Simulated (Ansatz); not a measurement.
**HfO2 under changes of volume**

One of the cells (11.152 Å³/atom); the others are scaled copies at fixed shape and fractional positions:

```
CELL_PARAMETERS angstrom
0.00000 2.55750 2.55750
2.55750 0.00000 2.55750
2.55750 2.55750 0.00000
ATOMIC_POSITIONS crystal
Hf 0.00000 0.00000 0.00000
O 0.75000 0.75000 0.75000
O 0.25000 0.25000 0.25000
```

Measurements of this composition are mostly on another form, of space group No. 14.

| Property | Result |
| --- | --- |
| Program | Ansatz 0.2.0 |
| Functional | PBE |
| Potentials or basis | all-electron LAPW, scalar-relativistic |
| Cutoff | 371 eV (chosen from the basis error) |
| Basis error allowed | 0.001 eV/atom |
| k mesh | 9 × 9 × 9 |
| Occupations | fermi-dirac, width 0.05 eV |
| Spin | no spin polarisation |

| volume (Å³/atom) | energy over the lowest point (meV/atom) | pressure (GPa) | gap on the mesh (eV) |
| --- | --- | --- | --- |
| 10.483 | ? | ? | ? |
| 10.706 | 7.28 | 8.0 | 3.93 |
| 10.929 | 0.00 | 2.5 | 3.87 |
| 11.152 | 0.03 | -2.5 | 3.82 |
| 11.375 | 6.61 | -6.9 | 3.77 |
| 11.598 | 19.11 | -11.0 | 3.72 |
| 11.821 | 36.93 | -14.6 | 3.66 |

Q: What does the run at 10.483 Å³/atom give?

A: Energy over the lowest point 22.67 meV/atom; pressure 14.2 GPa; gap on the mesh 3.98 eV.

Worked out: A Birch-Murnaghan fit of order 3 (a polynomial in V^(-2/3)) to the other rows has its minimum at 11.04 Å³/atom with B0 = V·E''(V) = 246 GPa and B' = 4.2. It gives 22.67 meV/atom at 10.483 Å³/atom, against the run's 22.67, and -dE/dV = 14.2 GPa, against 14.2. A straight line through the other rows of the gap, of slope -2.67 eV per unit of ln V, extrapolates to 3.99 eV, against the run's 3.98.

Energies are extrapolated to zero smearing.

Caveats: spin-orbit coupling is left out, which moves the levels of the heavy elements; an odd mesh through Γ misses points on the zone boundary, where band edges often lie.

The runs don't all hold the same shells in valence.
